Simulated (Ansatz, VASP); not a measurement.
## Two plane-wave programs on Al

Contents of INCAR:

```
SYSTEM = Al
PREC     = Accurate       ! precision mode
ENCUT    = 520            ! plane-wave cutoff, eV
EDIFF    = 1E-6           ! SCF threshold, eV
ISMEAR   = 0              ! smearing method
SIGMA    = 0.15           ! smearing width, eV
LREAL    = .FALSE.        ! projectors in reciprocal space
LASPH    = .TRUE.         ! aspherical terms in the spheres
NELM     = 60             ! most SCF steps
ALGO     = Fast           ! electronic algorithm
ISIF     = 2              ! what is computed and relaxed
LWAVE    = .FALSE.        ! write WAVECAR
LCHARG   = .FALSE.        ! write CHGCAR
GGA      = PS             ! functional
NBANDS   = 8              ! bands
```

The input KPOINTS:

```
Automatic mesh
0
G
  24 24 24
  0 0 0
```

The input POSCAR:

```
Al
1.0
   -1.6682175118      1.5921424462      1.5921424462
    1.5921424462     -1.6682175118      1.5921424462
    1.5921424462      1.5921424462     -1.6682175118
Al
1
Direct
    0.0000000000      0.0000000000      0.0000000000
```

Input for Ansatz:

```yaml
crystal:
  lattice:
    - [-1.6682175118, 1.5921424462, 1.5921424462]
    - [1.5921424462, -1.6682175118, 1.5921424462]
    - [1.5921424462, 1.5921424462, -1.6682175118]
  atoms:
    - { symbol: Al, position: [0.0, 0.0, 0.0] }
basis:
  ecutwfc: 420
kpoints:
  mp_grid: { grid: [24, 24, 24] }
hamiltonian:
  xc: pbesol
scf:
  occupations: { method: gaussian, width: 0.15 }
output:
  forces: true
  stress: true
  eigenvalues: true
```

Alike in both runs: task single point; functional PBEsol; k mesh 24 × 24 × 24; occupations gaussian, width 0.15 eV; no spin polarisation.

|  | VASP | Ansatz |
| --- | --- | --- |
| version | VASP 6.6.1 | Ansatz 0.2.0 |
| potentials or method | VASP PAW PBE potentials, release 64 (Al) | scalar-relativistic, plane waves, PAW |
| plane-wave cutoff (eV) | 520 | 420 |
| valence electrons in the cell | 3 | 3 |

|  | VASP | Ansatz | Ansatz less VASP |
| --- | --- | --- | --- |
| gap on the k mesh at the Fermi level (eV) | none | none | - |
| pressure (GPa) | 3.0 | 2.9 | -0.07 |
| largest component of the traceless stress (GPa) | 3.02 | 3.00 | -0.019 |

A gap of «none» marks a metal or a gap that the smearing closes.

Caveats: the PAW data sets were made with another functional, which shifts forces and pressure a little (VASP).
